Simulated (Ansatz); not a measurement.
Take a crystal in which Hg has been replaced by Mg on all its sites, with the cell rescaled by a rough guess (in some cases also distorted within its space group) and nothing relaxed:

```
CELL_PARAMETERS angstrom
-3.22289 3.22289 1.58257
3.22289 -3.22289 1.58257
3.22289 3.22289 -1.58257
ATOMIC_POSITIONS crystal
Mg 0.75000 0.25000 0.50000
Mg 0.00000 0.00000 0.00000
```

Theory: DFT PBE, scalar-relativistic, plane waves, PAW (Ansatz 0.2.0).

Plane waves to 420 eV, a k mesh through Γ of 14×14×14 on the computed 2-atom cell and Gaussian smearing (0.10 eV); no spin polarisation.

(1) Will this cell want to expand or contract, and how hard?

(2) Is it a metal on this mesh?

## Answers

(1) The pressure is -3.7 GPa (positive in compression), so the cell would contract.

(2) Yes, a band crosses the Fermi level.

This form isn't the element's structure at ambient conditions.